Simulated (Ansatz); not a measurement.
# Bi2Se3 (Paraguanajuatite) (R-3m) in Ansatz: further runs

Runs on Bi2Se3 (Paraguanajuatite). Level: PBE. Tasks: relaxation of cell and atoms.

All numbers are computed with Ansatz 0.2.0; they aren't measurements. Logs are shortened: lines on timing, memory, paths and dates and some standing lists are left out, and cuts for length are marked.

## 1. The structure

Symmetry: R-3m, No. 166, trigonal system. Conventional cell: a = 4.143 Å, b = 4.143 Å, c = 28.636 Å, α = 90.00°, β = 90.00°, γ = 120.00°. Bi (site symmetry 3m) is surrounded by 6 Se at 2.85 to 3.07 Å. Around Se (site symmetry 3m) lie 3 Bi at 2.85 Å. Se (site symmetry -3m) is surrounded by 6 Bi at 3.07 Å.

## 2. Relaxation of cell and atoms, PBE

The input, input.yaml:

```yaml
crystal:
  lattice:
    - [2.0715, 1.1959810826, 9.5453333333]
    - [-2.0715, 1.1959810826, 9.5453333333]
    - [0.0, -2.3919621653, 9.5453333333]
  atoms:
    - { symbol: Bi, position: [0.5992, 0.5992, 0.5992] }
    - { symbol: Bi, position: [0.4008, 0.4008, 0.4008] }
    - { symbol: Se, position: [0.7883, 0.7883, 0.7883] }
    - { symbol: Se, position: [0.2117, 0.2117, 0.2117] }
    - { symbol: Se, position: [0.0, 0.0, 0.0] }
hamiltonian:
  xc: pbe
  pseudopotentials: { kind: paw }
kpoints:
  mp_grid: { grid: [8, 8, 8] }
scf:
  occupations: { method: fermi_dirac, width: 0.05 }
output:
  forces: true
  stress: true
  eigenvalues: true
relax:
  f_tol: 0.01
  max_steps: 40
  cell: { stress_tol: 0.05 }
```

Potentials or basis: Ansatz PAW.

The run is started by

```sh
ansatz run input.yaml --threads 2 --pin off --max-ram 5632MiB --backend cpu --events-out ev --progress --plain --runs-dir out
```

The program printed:

```text
Warning: RAYON_NUM_THREADS=2 ignored (pool sized by the plan → 2); use --threads N
basis.fft_grid_basis auto: the FFT boxes are laid along the combinations [[1, 0, -1], [0, 1, -1], [0, 0, 1]] of the cell's own vectors, 4.143, 4.143 and 9.840 Å long. The dense box has 30×30×72 points. Along the cell's own vectors, as sized, it would have 72×72×72, 5.76 times as many. Of the 12 symmetry operations that the crystal satisfies within crystal.symmetry.tolerance (time reversal apart; of a slab, those that keep its plane) the dense box along the cell's own vectors carries 12, and the one as laid loses 8 of those. basis.fft_grid_basis: typed keeps the cell's own vectors: state it where this run's energies or levels are differenced outside the engine with another run's, or held beside a run that keeps those vectors.
Engine: ansatz 0.2.0, aarch64-unknown-linux-gnu
Pseudopotentials: kind: paw
Pseudopotential: Bi, paw, valence charge 15, recommended cutoff 420 eV (normal), Bi.paw.azcp
Pseudopotential: Se, paw, valence charge 16, recommended cutoff 420 eV (normal), Se.paw.azcp
Functional definition: PBE
  parameter kappa = 0.804
  parameter beta = 0.06672455060314922
  exchange = pbe_x(kappa = kappa, mu = beta*pi^2/3)
  correlation = pbe_c(beta = beta)
Crystal: 5 atoms, lattice volume = 141.890 Å³
Basis set: ecut = 420 eV, 2743 PW (Γ), FFT grids on a1−a3, a2−a3, a3, exchange–correlation on 60×60×144 points (8 copies of the dense FFT grid, shifted against one another)
Bands: 47, of which v1, the nominal top of the filled ones, is band 39 counted from 1 (38 counted from 0)
Symmetry: 12 space group operations
Space group: R-3m (ITA 166), of the structure as read, at distance tolerance 5.2e-5 Å
k-points: 65 of 512
Non-local potential: Bi, projectors of the file, l = 0: 2, l = 1: 2, l = 2: 2, l = 3: 2
Non-local potential: Se, projectors of the file, l = 0: 2, l = 1: 2, l = 2: 3, l = 3: 1
PAW form: soft (Blöchl's): semilocal exchange-correlation on the pseudo side does not see the compensation charge
PAW one-centre angular grid: Bi, 590 points (default); XC on 64 Gauss nodes
PAW one-centre angular grid: Se, 590 points (default); XC on 64 Gauss nodes
Initial density: superposition of atomic densities (neutral atoms: chi_scale 0, normalization atom), corrected by the library's trained network
Initial wavefunctions: pseudopotential atomic-orbital guess
Functional: x = pbe(κ = 0.804, μ = 0.2195149727645171), c = pbe(β = 0.06672455060314922)
SCF iter   1: F=—  HF=-41202.214877 eV  |F-HF|=—  |Δ(HF+E_count)|=         —  Δρ=1.24e-3  dr2=3.26e-3  ethr=1.77e-3  ⟨swp⟩=8.3  Hψ=12428  notcnv=0  defer=8
preconditioner: auto → Resta (q_TF=auto, 2.469 Å⁻¹)  ε∞=4.1  [insulator: Δε(μ)=0.207 eV  Ē_g=9.365 eV  σ=0.050 eV  W_gap=0.78  n_scr=36 (ndim 8)  ℏωp=16.5 eV  f_vac=0.033  D(μ)=0.02/eV (n_scr^D=0)  ε∞_Penn≈4.1]
SCF iter   2: F=—  HF=-41202.213116 eV  |F-HF|=—  |Δ(HF+E_count)|=   1.76e-3  Δρ=5.91e-4  dr2=4.64e-4  ethr=4.18e-6  ⟨swp⟩=2.0  Hψ=6064  notcnv=0  defer=28
SCF iter   3: F=—  HF=-41202.213277 eV  |F-HF|=—  |Δ(HF+E_count)|=   1.61e-4  Δρ=2.98e-4  dr2=1.28e-4  ethr=5.94e-7  ⟨swp⟩=2.1  Hψ=3814  notcnv=0  defer=28
SCF iter   4: F=—  HF=-41202.213392 eV  |F-HF|=—  |Δ(HF+E_count)|=   1.15e-4  Δρ=1.03e-4  dr2=4.17e-5  ethr=1.65e-7  ⟨swp⟩=2.0  Hψ=4486  notcnv=0  defer=28
SCF iter   5: F=—  HF=-41202.213395 eV  |F-HF|=—  |Δ(HF+E_count)|=   3.17e-6  Δρ=4.09e-5  dr2=3.37e-6  ethr=5.34e-8  ⟨swp⟩=3.0  Hψ=5518  notcnv=0  defer=28
SCF iter   6: F=—  HF=-41202.213399 eV  |F-HF|=—  |Δ(HF+E_count)|=   3.18e-6  Δρ=1.24e-5  dr2=3.56e-7  ethr=4.33e-9  ⟨swp⟩=2.0  Hψ=5502  notcnv=0  defer=28
SCF iter   7: F=-41202.213399 eV  HF=-41202.213399 eV  |F-HF|=3.18e-8  |Δ(HF+E_count)|=   3.26e-7  Δρ=5.18e-6  dr2=4.04e-8  ethr=1.28e-10  ⟨swp⟩=10.0  Hψ=13970  notcnv=0
SCF 1 converged in 7 iterations: F = -41202.213399 eV  dr2 = 4.04e-8
relax step   1: F+E_penalty+E_count = -41202.21339896 eV  Δ(F+E_penalty+E_count) = +0.000e0 eV  max|allowed force component| = 1.594e-1 eV/Å  Δτ_max = 0.0000 Å  P = +2.548 GPa  Ω = 141.890 Å³  (7 SCF iters, dr2 threshold 1.00e-7 eV, accepted)
Crystal: 5 atoms, lattice volume = 153.792 Å³
Basis set: ecut = 420 eV, 2973 PW (Γ), FFT grids on a1−a3, a2−a3, a3, exchange–correlation on 60×60×144 points (8 copies of the dense FFT grid, shifted against one another)
Initial density: handed on by an earlier stage of this run
Initial wavefunctions: those handed on with the density
iter 1 solved again at ethr=1.10e-4 eV; its pass at ethr=3.10e-3 eV (dr2=8.62e-2 eV) is discarded
SCF iter   1: F=—  HF=-41202.252942 eV  |F-HF|=—  |Δ(HF+E_count)|=         —  Δρ=3.81e-3  dr2=8.18e-2  ethr=1.10e-4  ⟨swp⟩=2.2  Hψ=16800  notcnv=0
preconditioner: auto → Resta (q_TF=auto, 2.436 Å⁻¹)  ε∞=4.1  [insulator: Δε(μ)=0.357 eV  Ē_g=9.054 eV  σ=0.050 eV  W_gap=0.94  n_scr=42 (ndim 8)  ℏωp=15.8 eV  f_vac=0.064  D(μ)=0.01/eV (n_scr^D=0)  ε∞_Penn≈4.1]
SCF iter   2: F=—  HF=-41202.243009 eV  |F-HF|=—  |Δ(HF+E_count)|=   9.93e-3  Δρ=2.50e-3  dr2=1.54e-2  ethr=1.05e-4  ⟨swp⟩=2.8  Hψ=4037  notcnv=0
SCF iter   3: F=—  HF=-41202.241583 eV  |F-HF|=—  |Δ(HF+E_count)|=   1.43e-3  Δρ=1.24e-3  dr2=3.28e-3  ethr=1.98e-5  ⟨swp⟩=1.5  Hψ=3772  notcnv=0
[... 81 lines left out ...]
SCF iter   8: F=—  HF=-41202.291058 eV  |F-HF|=—  |Δ(HF+E_count)|=   2.31e-9  Δρ=2.65e-7  dr2=2.02e-10  ethr=2.02e-12  ⟨swp⟩=2.0  Hψ=5593  notcnv=0
SCF iter   9: F=-41202.291058 eV  HF=-41202.291058 eV  |F-HF|=1.24e-10  |Δ(HF+E_count)|=  1.38e-10  Δρ=1.24e-7  dr2=4.20e-11  ethr=1.00e-12  ⟨swp⟩=5.7  Hψ=13512  notcnv=0
SCF 8 converged in 9 iterations: F = -41202.291058 eV  dr2 = 4.20e-11
relax step   8: F+E_penalty+E_count = -41202.29105760 eV  Δ(F+E_penalty+E_count) = +2.480e-5 eV  max|allowed force component| = 9.061e-5 eV/Å  Δτ_max = 0.0059 Å  P = +0.001 GPa  Ω = 158.114 Å³  energy of the carried Pulay correction = -2.177e-3 eV  (9 SCF iters, accepted)
Initial wavefunctions: pseudopotential atomic-orbital guess (no wavefunctions were taken with the density)
iter 1 solved again at ethr=2.20e-7 eV; its pass at ethr=3.10e-3 eV (dr2=1.72e-4 eV) is discarded
SCF iter   1: F=—  HF=-41202.259831 eV  |F-HF|=—  |Δ(HF+E_count)|=         —  Δρ=1.10e-3  dr2=5.75e-5  ethr=2.20e-7  ⟨swp⟩=3.1  Hψ=20908  notcnv=0
preconditioner: auto → Resta (q_TF=auto, 2.425 Å⁻¹)  ε∞=3.9  [insulator: Δε(μ)=0.689 eV  Ē_g=9.171 eV  σ=0.050 eV  W_gap=1.00  n_scr=44 (ndim 8)  ℏωp=15.6 eV  f_vac=0.112  D(μ)=0.00/eV (n_scr^D=0)  ε∞_Penn≈3.9]
SCF iter   2: F=—  HF=-41202.283487 eV  |F-HF|=—  |Δ(HF+E_count)|=   2.37e-2  Δρ=5.56e-4  dr2=1.40e-5  ethr=7.37e-8  ⟨swp⟩=2.9  Hψ=4569  notcnv=0
SCF iter   3: F=—  HF=-41202.292400 eV  |F-HF|=—  |Δ(HF+E_count)|=   8.91e-3  Δρ=1.56e-4  dr2=3.74e-6  ethr=1.80e-8  ⟨swp⟩=2.0  Hψ=3970  notcnv=0
SCF iter   4: F=—  HF=-41202.293159 eV  |F-HF|=—  |Δ(HF+E_count)|=   7.59e-4  Δρ=2.65e-5  dr2=1.05e-6  ethr=4.79e-9  ⟨swp⟩=2.0  Hψ=4943  notcnv=0
SCF iter   5: F=—  HF=-41202.293178 eV  |F-HF|=—  |Δ(HF+E_count)|=   1.83e-5  Δρ=8.76e-6  dr2=9.90e-8  ethr=1.35e-9  ⟨swp⟩=2.4  Hψ=4344  notcnv=0
SCF iter   6: F=—  HF=-41202.293179 eV  |F-HF|=—  |Δ(HF+E_count)|=   1.71e-6  Δρ=2.59e-6  dr2=1.85e-8  ethr=1.27e-10  ⟨swp⟩=2.0  Hψ=5590  notcnv=0
SCF iter   7: F=—  HF=-41202.293179 eV  |F-HF|=—  |Δ(HF+E_count)|=   8.77e-8  Δρ=9.70e-7  dr2=2.65e-9  ethr=2.37e-11  ⟨swp⟩=2.0  Hψ=4940  notcnv=0
SCF iter   8: F=—  HF=-41202.293179 eV  |F-HF|=—  |Δ(HF+E_count)|=   6.21e-9  Δρ=2.28e-7  dr2=1.26e-10  ethr=3.40e-12  ⟨swp⟩=2.0  Hψ=3970  notcnv=0
SCF iter   9: F=-41202.293179 eV  HF=-41202.293179 eV  |F-HF|=2.91e-11  |Δ(HF+E_count)|=  2.84e-10  Δρ=8.23e-8  dr2=2.50e-11  ethr=1.00e-12  ⟨swp⟩=5.0  Hψ=11469  notcnv=0
SCF 9 converged in 9 iterations: F = -41202.293179 eV  dr2 = 2.50e-11
relax step   9: F+E_penalty+E_count = -41202.29317939 eV  Δ(F+E_penalty+E_count) = -2.122e-3 eV  max|allowed force component| = 5.632e-4 eV/Å  Δτ_max = 0.0000 Å  P = +0.003 GPa  Ω = 158.114 Å³  stress off target by 1.89e-2 GPa  SCF on the basis re-selected at this cell (its energy is not comparable with the rows above)  (9 SCF iters)
basis re-selected at this cell: Δ(F+E_penalty+E_count) = -2.122e-3 eV, ΔP = +0.002 GPa vs the last step (what re-selecting the basis moved, of the pressure what is left beyond the Pulay correction that the steps carried, after the strain that the cell walked since its last selection, with what the two solves' SCF thresholds leave and, on support functions, any second-order correction that the steps lacked; it is no measure of the basis error at this ecutwfc). This SCF's stress stands 1.89e-2 GPa from its target on what of the cell is left free (relax.cell.stress_tol is 5.00e-2 GPa) and its largest allowed force component is 5.63e-4 eV/Å (relax.f_tol is 1.00e-2 eV/Å): within both
SCF converged after 9 iterations
Free energy (F): -41202.293179 eV
Harris-Foulkes:  -41202.293179 eV  (|F-HF|=2.91e-11)
Internal energy: -41202.293150 eV  (E = F + TS)
E sigma→0 (E₀):  -41202.293165 eV
Entropy (-TS):   -0.000029 eV (-0.006 meV/atom)
Fermi energy:    7.488246 eV
--- Per-component energies (eV) ---
  E_band       = -1450.862543
  E_kinetic    = 954.871631
  E_local      = -11469.480165  (includes V_loc(G=0)·N_el)
  E_nonlocal   = -663.329227
  E_hartree    = 5112.446348
  E_xc         = -615.442546
  E_vxc        = -582.719962  (∫ρ·V_xc dr)
  E_paw        = -27059.314540  (= ΣΔE_a)
  E_vpaw       = 84.905145  (= ΣTr[D̂ρ^β])
  E_aug_tail   = -0.002588  (compensation charges beyond the density's cutoff)
  E_ewald      = -7462.042063
  E_smearing   = -0.000029  (= −TS)
  E_closure    = 0.000000  (closes the sum)
  Σ components = -41202.293179   (vs F -41202.293179, Δ=0.00e0)
--- Forces (eV/Å), atoms counted from 1 ---
  atom   1  Bi    -0.00000000     0.00000000    -0.00037231
  atom   2  Bi     0.00000000    -0.00000000     0.00037231
  atom   3  Se    -0.00000000     0.00000000    -0.00056318
  atom   4  Se     0.00000000    -0.00000000     0.00056318
  atom   5  Se     0.00000000     0.00000000    -0.00000000
  max |Σ_I F_I| component: 2.31e-18 eV/Å
--- Stress (GPa, compression-positive) ---
       -0.004485       0.000000      -0.000000
        0.000000      -0.004485      -0.000000
       -0.000000      -0.000000       0.018948
  P = ⅓ Tr σ = 0.0033 GPa (0.033 kbar)
--- Band table (eV; the first three rows and the last of 65) ---
  k-point 0: bands = ["-39.7136", "-39.7136", "-39.7136", "-39.7136", "-39.7006", "-39.7006", "-39.7005", "-39.7005", "-39.6951", "-39.6951", "-39.6295", "-39.6212", "-39.6212", "-39.5914", "-39.5914", "-15.5803", "-15.5803", "-15.5790", "-15.5790", "-15.5727", "-15.5706", "-15.5624", "-15.5624", "-15.5602", "-15.5602", "-6.5603", "-6.0242", "-4.9973", "-2.0591", "-1.1143", "5.4726", "5.7454", "5.7454", "5.7676", "5.9068", "5.9068", "6.3640", "6.3640", "7.0919", "7.7798", "9.0642", "9.0642", "9.5859", "10.1142", "10.1142", "13.4597", "13.9104"]
  k-point 1: bands = ["-39.7136", "-39.7136", "-39.7136", "-39.7136", "-39.7006", "-39.7006", "-39.7005", "-39.7005", "-39.6951", "-39.6951", "-39.6295", "-39.6212", "-39.6212", "-39.5914", "-39.5914", "-15.5820", "-15.5803", "-15.5771", "-15.5757", "-15.5708", "-15.5687", "-15.5645", "-15.5630", "-15.5620", "-15.5603", "-6.4264", "-5.9035", "-4.9313", "-2.1213", "-1.3034", "4.6794", "4.9988", "5.3664", "5.3798", "5.7953", "6.1288", "6.3736", "6.5633", "6.8762", "8.5241", "9.1802", "9.3571", "9.6096", "10.2595", "10.5013", "13.2434", "13.7893"]
  k-point 2: bands = ["-39.7136", "-39.7136", "-39.7135", "-39.7135", "-39.7006", "-39.7006", "-39.7005", "-39.7005", "-39.6951", "-39.6951", "-39.6295", "-39.6213", "-39.6212", "-39.5914", "-39.5913", "-15.5871", "-15.5846", "-15.5705", "-15.5700", "-15.5685", "-15.5669", "-15.5643", "-15.5632", "-15.5619", "-15.5601", "-6.0396", "-5.5676", "-4.7732", "-2.3648", "-1.8131", "3.5855", "4.3072", "4.6561", "4.8457", "5.3573", "5.9492", "6.1947", "6.3681", "6.9219", "8.6509", "9.5499", "9.6828", "10.2529", "10.7271", "11.3597", "12.3398", "13.8689"]
  k-point 64: bands = ["-39.7136", "-39.7136", "-39.7136", "-39.7136", "-39.7005", "-39.7005", "-39.7005", "-39.7005", "-39.6951", "-39.6951", "-39.6295", "-39.6212", "-39.6212", "-39.5914", "-39.5914", "-15.5803", "-15.5803", "-15.5790", "-15.5790", "-15.5727", "-15.5706", "-15.5624", "-15.5624", "-15.5602", "-15.5602", "-6.5257", "-6.1016", "-4.9245", "-2.1875", "-0.9990", "5.1943", "5.7223", "5.7223", "5.9618", "5.9618", "6.1812", "6.3213", "6.3213", "6.8332", "7.9247", "9.1461", "9.1461", "9.5437", "10.0202", "10.0202", "13.5049", "14.1730"]
--- Relaxed structure (8 steps of the walk, 8 accepted, 1 SCFs on fresh bases) ---
  F+E_penalty+E_count = -41202.29317939 eV   max|allowed force component| = 5.632e-4 eV/Å   (the final SCF, on the basis selected at the relaxed cell)
  cell:  # Å, volume = 158.1142 Å³
    - [2.0953003099913525, 1.20972219798846, 10.396515944267776]
    - [-2.0953003099913525, 1.20972219798846, 10.396515944267776]
    - [-5.549527837838636e-34, -2.4194443960313787, 10.396515944261438]
  atoms:
    - { symbol: Bi, position: [0.6041506876288272, 0.6041506876288272, 0.6041506876288273] }
    - { symbol: Bi, position: [0.3958493123711726, 0.3958493123711726, 0.3958493123711726] }
    - { symbol: Se, position: [0.7792809236188333, 0.7792809236188333, 0.7792809236188334] }
    - { symbol: Se, position: [0.2207190763811667, 0.2207190763811667, 0.22071907638116675] }
    - { symbol: Se, position: [-2.4231365776481213e-20, -2.4231365776481228e-20, -2.423136577834918e-20] }
```

Run time: 1.9 min. Hardware: 2 threads of Arm Neoverse V2, shared host; peak memory 0.64 GiB.

Results:

```
Free energy                            : -41202.2932 eV
Relaxed volume                         : 31.62 Å³/atom
Relaxed cell                           : a = 10.674 Å, b = 10.674 Å, c = 10.674 Å, α = 22.64°, β = 22.64°, γ = 22.64°
Space group after relaxing (to 0.05 Å) : R-3m (No. 166)
Energy gained by relaxing              : 16.0 meV/atom
Ionic steps                            : 9
Pressure after relaxing                : 0.0 GPa
Band gap on the k mesh                 : 0.69 eV, direct
```

The path:
| step | energy change (eV) | largest force (eV/Å) | volume (Å³) |
| --- | --- | --- | --- |
| 1 | 0.0000 | 0.1594 | 141.89 |
| 2 | -0.0284 | 0.3660 | 153.79 |
| 3 | -0.0641 | 0.0370 | 151.43 |
| 4 | -0.0682 | 0.0687 | 151.95 |
| 5 | -0.0761 | 0.0123 | 154.52 |
| 6 | -0.0775 | 0.0010 | 156.57 |
| 7 | -0.0777 | 0.0010 | 157.80 |
| 8 | -0.0777 | 0.0001 | 158.11 |
| 9 | -0.0798 | 0.0006 | 158.11 |

Final structure:
```
CELL_PARAMETERS angstrom
2.09530 1.20972 10.39652
-2.09530 1.20972 10.39652
0.00000 -2.41944 10.39652
ATOMIC_POSITIONS crystal
Bi 0.60415 0.60415 0.60415
Bi 0.39585 0.39585 0.39585
Se 0.77928 0.77928 0.77928
Se 0.22072 0.22072 0.22072
Se 0.00000 0.00000 0.00000
```

Caveat: the plane-wave basis is chosen anew once the cell has moved, so the energies of steps on either side of that aren't comparable; spin-orbit coupling is left out, which as a rule narrows the gap of such compounds by several tenths of an eV.

## 3. Relaxation of cell and atoms, PBE, target pressure 2 GPa, at which the enthalpy is minimised

input.yaml: that of step 2 with these lines changed.

```diff
@@ -22,2 +22,6 @@
   eigenvalues: true
+  write_density: true
+  write_potential: true
+  elf: true
+  volumetric_format: npy
 relax:
@@ -25,2 +29,2 @@
   max_steps: 40
-  cell: { stress_tol: 0.05 }
+  cell: { stress_tol: 0.05, p_target: 2.0 }
```

Potentials or basis: Ansatz PAW.

The run is started by

```sh
ansatz run input.yaml --threads 2 --pin off --max-ram 5632MiB --backend cpu --events-out ev --progress --plain --runs-dir out
```

It took 58 s on 2 threads of Arm Neoverse V2, shared host; peak memory 0.65 GiB.

The run converged. Its results:

| Quantity | Value |
| --- | --- |
| Free energy | -41202.2252 eV |
| Relaxed volume | 28.50 Å³/atom |
| Relaxed cell | a = 9.852 Å, b = 9.852 Å, c = 9.852 Å, α = 24.31°, β = 24.31°, γ = 24.31° |
| Space group after relaxing (to 0.05 Å) | R-3m (No. 166) |
| Energy change on relaxing (the enthalpy is what falls) | -2.4 meV/atom |
| Ionic steps | 3 |
| Pressure after relaxing | 2.0 GPa |
| Largest force after relaxing | 0.007 eV/Å |
| Band gap on the k mesh | 0.20 eV, direct |

Forces on the atoms (eV/Å):
```
Bi   0.000  0.000  0.004
Bi   0.000  0.000 -0.004
Se   0.000  0.000  0.007
Se   0.000  0.000 -0.007
Se   0.000  0.000  0.000
```

Step by step:
```csv
step,energy change (eV),largest force (eV/Å),volume (Å³)
1,0.0000,0.1594,141.89
2,-0.0117,0.0073,142.50
3,-0.0118,0.0073,142.50
```

Final structure:
```cif
data_structure
_symmetry_space_group_name_H-M 'P 1'
_symmetry_Int_Tables_number 1
_cell_length_a 9.8524
_cell_length_b 9.8524
_cell_length_c 9.8524
_cell_angle_alpha 24.313
_cell_angle_beta 24.313
_cell_angle_gamma 24.313
_cell_volume 142.50
loop_
_atom_site_label
_atom_site_type_symbol
_atom_site_fract_x
_atom_site_fract_y
_atom_site_fract_z
_atom_site_occupancy
Bi1 Bi 0.59945 0.59945 0.59945 1
Bi2 Bi 0.40055 0.40055 0.40055 1
Se1 Se 0.78870 0.78870 0.78870 1
Se2 Se 0.21130 0.21130 0.21130 1
Se3 Se 0.00000 0.00000 0.00000 1
```

Levels at points of the mesh, in eV from the valence-band top:
| k point | band 36 | band 37 | band 38 | band 39 | band 40 | band 41 | band 42 | band 43 |
| --- | --- | --- | --- | --- | --- | --- | --- | --- |
| (0.00, 0.00, 0.00) | -1.84 | -1.21 | -1.21 | 0.00 | 0.20 | 1.36 | 1.36 | 2.13 |
| (0.00, 0.00, -0.50) | -2.98 | -2.18 | -1.24 | -0.56 | 0.82 | 1.86 | 2.98 | 3.09 |
| (0.00, -0.50, -0.50) | -1.90 | -1.89 | -1.67 | -1.01 | 1.32 | 1.93 | 2.53 | 2.97 |
| (-0.50, -0.50, -0.50) | -1.53 | -1.41 | -1.41 | -0.50 | 0.67 | 1.68 | 1.68 | 2.03 |

Caveat: the plane-wave basis is chosen anew once the cell has moved, so the energies of steps on either side of that aren't comparable; spin-orbit coupling is left out, which as a rule narrows the gap of such compounds by several tenths of an eV.

## 4. Relaxation of cell and atoms, PBE, target pressure 5 GPa, at which the enthalpy is minimised

input.yaml: that of step 3 with these lines changed.

```diff
@@ -22,6 +22,2 @@
   eigenvalues: true
-  write_density: true
-  write_potential: true
-  elf: true
-  volumetric_format: npy
 relax:
@@ -29,2 +25,2 @@
   max_steps: 40
-  cell: { stress_tol: 0.05, p_target: 2.0 }
+  cell: { stress_tol: 0.05, p_target: 5.0 }
```

The run is started by

```sh
ansatz run input.yaml --threads 2 --pin off --max-ram 5632MiB --backend cpu --events-out ev --progress --plain --runs-dir out
```

Wall time 85 s (2 threads of Arm Neoverse V2, shared host); peak memory 0.63 GiB.

The run converged. Its results:

- Free energy: -41202.0509 eV
- Relaxed volume: 26.83 Å³/atom
- Relaxed cell: a = 9.553 Å, b = 9.553 Å, c = 9.553 Å, α = 24.73°, β = 24.73°, γ = 24.73°
- Space group after relaxing (to 0.05 Å): R-3m (No. 166)
- Energy change on relaxing (the enthalpy is what falls): +32.5 meV/atom
- Ionic steps: 6
- Pressure after relaxing: 5.0 GPa
- Largest force after relaxing: 0.003 eV/Å
- Band gap on the k mesh: 0.06 eV, direct

Forces on the atoms (eV/Å):
```
Bi   0.000  0.000 -0.001
Bi   0.000  0.000  0.001
Se   0.000  0.000  0.003
Se   0.000  0.000 -0.003
Se   0.000  0.000  0.000
```

The path:
| step | energy change (eV) | largest force (eV/Å) | volume (Å³) |
| --- | --- | --- | --- |
| 1 | 0.0000 | 0.1594 | 141.89 |
| 2 | 0.3870 | 0.2094 | 128.79 |
| 3 | 0.1439 | 0.0546 | 134.79 |
| 4 | 0.1527 | 0.0113 | 134.44 |
| 5 | 0.1614 | 0.0032 | 134.15 |
| 6 | 0.1625 | 0.0033 | 134.15 |

Final structure:
```
Bi Se
1.0
     2.04542    1.18092    9.25625
    -2.04542    1.18092    9.25625
     0.00000   -2.36185    9.25625
Bi Se
2 3
Direct
  0.59810 0.59810 0.59810
  0.40190 0.40190 0.40190
  0.79219 0.79219 0.79219
  0.20781 0.20781 0.20781
  0.00000 0.00000 0.00000
```

Levels at points of the mesh, in eV from the valence-band top:
```
              k point  band 37  band 38  band 39  band 40  band 41  band 42
   (0.00, 0.00, 0.00)    -1.41    -1.41     0.00     0.06     1.12     1.12
  (0.00, 0.00, -0.50)    -2.70    -1.40    -0.57     0.62     1.53     2.85
 (0.00, -0.50, -0.50)    -2.08    -2.08    -1.07     1.08     1.85     2.48
(-0.50, -0.50, -0.50)    -1.73    -1.69    -0.70     0.75     1.59     1.59
```

Caveat: the plane-wave basis is chosen anew once the cell has moved, so the energies of steps on either side of that aren't comparable; spin-orbit coupling is left out, which as a rule narrows the gap of such compounds by several tenths of an eV. A k mesh can miss the band edges.

(Part 1 of 2 ends here.)
